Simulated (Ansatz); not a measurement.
**WSe2 as a strained film**

These are results of Ansatz, DFT PBE+D3(BJ), scalar-relativistic, plane waves, PAW, not measurements. (420 eV cutoff, 12×12×2 k-mesh, Gaussian smearing of 0.02 eV, no spin polarisation)

Starting point, cell and atoms relaxed:

```
CELL_PARAMETERS angstrom
3.27917 0.00000 0.00000
-1.63959 2.83985 0.00000
0.00000 0.00000 12.78840
ATOMIC_POSITIONS crystal
W 0.66667 0.33333 0.24996
W 0.33333 0.66667 0.75004
Se 0.33333 0.66667 0.38166
Se 0.66667 0.33333 0.88173
Se 0.33333 0.66667 0.11827
Se 0.66667 0.33333 0.61834
```

The a-b plane is strained alike in both directions, as on a substrate, while c and the atoms relax within the symmetry that the strain leaves. Stress is positive in compression; energies are free energies at the smearing used, per atom.

Spin–orbit coupling is left out, which can shift energies with elements as heavy as these.

```tsv
strain (%)	c (Å)	σ in plane (GPa)	ΔE (meV/atom)
-4.5	13.0207	12.64	64.87
-3.0	12.9410	7.90	27.78
-1.5	12.8628	3.71	6.69
+0.0	12.7884	-0.01	0.00
+1.5	12.7166	-3.32	6.35
+3.0	12.6468	-6.28	24.54
+4.5	12.5787	-8.93	53.56
```

**Question.** Get the biaxial modulus twice, from the stresses and from the energies of the innermost pair.

**Answer.** From stress: M = −Δσ/Δε = (3.71 − (-3.32)) / 0.030 = 234 GPa. Two in-plane directions each store σε/2, so the energy density is Mε²: M = (mean ΔE)/(V ε²) = 6.52 meV / (19.848 Å³ × 0.015²) × 0.16022 GPa Å³/meV = 234 GPa. The two agree.

**Question.** How well does Mε², with M from the stresses, predict the outermost points?

**Answer.** 58.7 meV predicted against 64.9 computed at -4.5 %; 58.7 meV predicted against 53.6 computed at +4.5 %. Compression costs more than stretching, the usual sign of bonds that stiffen as they shorten.

**Question.** How does c respond, and up to what thickness can a film with 1 % or 2 % misfit stay coherent on a thick substrate?

**Answer.** c answers with ε_c = −0.38 ε. In an isotropic solid that ratio is 2ν/(1 − ν), so ν = r/(2 + r) = 0.16. A film of thickness h stores Mε²h per area, 23.4 mJ/m² per nm at 1 %. The Matthews–Blakeslee balance for pure edge misfit dislocations, h = b/(8πf(1 + ν)) × (ln(h/b) + 1), with b taken as the in-plane vector a = 3.28 Å, solved by iteration, gives 3.9 nm at f = 1 % and 1.4 nm at 2 %. This is an isotropic estimate in which the moduli cancel; the real Burgers vector, glide system, anisotropy and slow kinetics can shift it by a factor of a few, mostly upward.